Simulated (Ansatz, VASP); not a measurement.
## One calculation of LiF, two programs

Contents of POSCAR:

```
LiF
1.0
    3.3637219212      0.0000000000      0.0000000000
   -1.6818609606      2.9130686350      0.0000000000
    0.0000000000      0.0000000000      3.9348264777
Li F
2 2
Direct
    0.3333333333      0.6666666667      0.2500000000
    0.6666666667      0.3333333333      0.7500000000
    0.6666666667      0.3333333333      0.2500000000
    0.3333333333      0.6666666667      0.7500000000
```

File INCAR.step1:

```
SYSTEM = LiF
  ALGO = Normal
  EDIFF = 1E-5
  ENCUT = 520
  GGA = PE
  ISIF = 2
  ISMEAR = 0
  LASPH = .TRUE.
  LCHARG = .FALSE.
  LREAL = .FALSE.
  LWAVE = .TRUE.
  NBANDS = 18
  NELM = 100
  PREC = Accurate
  SIGMA = 0.01
```

File INCAR.step2:

```
SYSTEM = LiF
  ALGO = Normal
  EDIFF = 1E-7
  ENCUT = 520
  GGA = PE
  HFSCREEN = 0.2079
  ISIF = 2
  ISMEAR = 0
  ISTART = 1
  LASPH = .TRUE.
  LCHARG = .FALSE.
  LHFCALC = .TRUE.
  LREAL = .FALSE.
  LWAVE = .FALSE.
  NBANDS = 18
  NELM = 100
  PREC = Accurate
  PRECFOCK = Normal
  SIGMA = 0.01
```

The input KPOINTS:

```
k-points
0
G
  6 6 4
  0 0 0
```

Input for Ansatz:

```yaml
crystal:
  lattice:
    - [3.3637219212, 0.0, 0.0]
    - [-1.6818609606, 2.913068635, 0.0]
    - [0.0, 0.0, 3.9348264777]
  atoms:
    - { symbol: Li, position: [0.3333333333, 0.6666666667, 0.25] }
    - { symbol: Li, position: [0.6666666667, 0.3333333333, 0.75] }
    - { symbol: F, position: [0.6666666667, 0.3333333333, 0.25] }
    - { symbol: F, position: [0.3333333333, 0.6666666667, 0.75] }
kpoints:
  mp_grid: { grid: [6, 6, 4] }
  band_path:
    path:
      - [0.0, 0.0, 0.0]
      - [0.5, 0.0, 0.0]
      - [0.3333333333, 0.3333333333, 0.0]
      - [0.0, 0.0, 0.5]
      - [0.5, 0.0, 0.5]
      - [0.3333333333, 0.3333333333, 0.5]
    npoints: 1
hamiltonian:
  xc: hse06
scf:
  occupations: { method: fixed }
  n_extra_bands: 5
output:
  forces: true
  stress: true
  eigenvalues: true
  write_density: true
  write_potential: true
  elf: true
  volumetric_format: npy
```

Change from the starting cell: epitaxial_xy strain +2.5%.

Alike in both runs: task single point; functional HSE06; k mesh 6 × 6 × 4; no spin polarisation.

```csv
,VASP,Ansatz
version,VASP 6.6.1,Ansatz 0.2.0
potentials or method,"VASP PAW PBE potentials, release 64 (Li_sv, F)","plane waves, PAW"
plane-wave cutoff (eV),520,420
occupations,"gaussian, width 0.01 eV",fixed
valence electrons in the cell,20,20
```

Ansatz gave:

- gap on the k mesh at the Fermi level (eV): 9.85

Question: Estimate VASP's values.

Answer: gap on the k mesh at the Fermi level (eV): 9.83.

Ansatz warned: «stress_exchange_threshold_loose».
